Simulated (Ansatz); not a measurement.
## A series in volume per atom on Pt

Equation of state of a cubic crystal from periodic Kohn-Sham density functional theory without spin; pressure corrected for the finite basis. The results are calculated, by Ansatz 0.2.0 development build.

Cell of the first row (space group Im-3m, No. 229):
```
Pt
1.0
     -1.5718     1.5718     1.5718
      1.5718    -1.5718     1.5718
      1.5718     1.5718    -1.5718
Pt
1
Direct
  0.00000 0.00000 0.00000
```

Settings of every row: formula Pt; structure type bcc; functional PBE; spin treatment none; k mesh 24x24x24; occupation method fermi-dirac; occupation width 0.061225619 eV; wave cutoff 700 eV; datasets soft-1 PAW; density cutoff ratio 4.

Limits: a cubic model structure, not a phase known at ambient conditions; the SCF threshold is loose for a stress in some rows; no spin-orbit coupling, which can matter with elements this heavy.

| row | volume per atom (Å³) | pressure (GPa) | energy above lowest point (meV/atom) |
| --- | --- | --- | --- |
| 1 | 15.531 | 4.787 | 4.37 |
| 2 | 15.848 | ? | ? |
| 3 | 16.166 | -4.689 | 4.99 |
| 4 | 16.482 | -8.581 | 18.2 |
| 5 | 16.799 | -11.997 | 38.63 |

Question: what pressure should row 2 give?

Worked fit of pressure. Take u = (V_r/V)^(2/3) − 1 with V_r = 16.324 Å³ an atom, which is twice the finite (Eulerian) strain; such expansions in the strain, on which the Birch-Murnaghan equation of state is built, carry the rest volume and the bulk modulus. The shown rows have u = 0.03376, 0.00651, -0.0064, -0.01894. Least squares give pressure = −6.6996 + 301.445 × u + 1149.13 × u² GPa; a straight line predicts inner rows, each left out in turn, worse (root mean square 0.49 against 0.0015 GPa). The rows lie off it by 0.000, -0.001, 0.001, 0.000. The pressure vanishes at u = 0.0206, or V = 15.83 Å³ an atom, and there the bulk modulus at fixed shape and fractions is B = −V dP/dV = (2/3)(1 + u) dP/du = 237 GPa. The withheld row has u = 0.01992, so the fit gives −6.6996 + 301.445 × (0.01992) + 1149.13 × (0.01992)² = -0.239 GPa.

The calculation gave -0.257 GPa. The fit lies 0.018 GPa (7 % of the value, 0.11 % of the column's range) above it; its largest miss of a shown row is 0.001 GPa.

The other values of row 2: energy above lowest point 0 meV/atom.
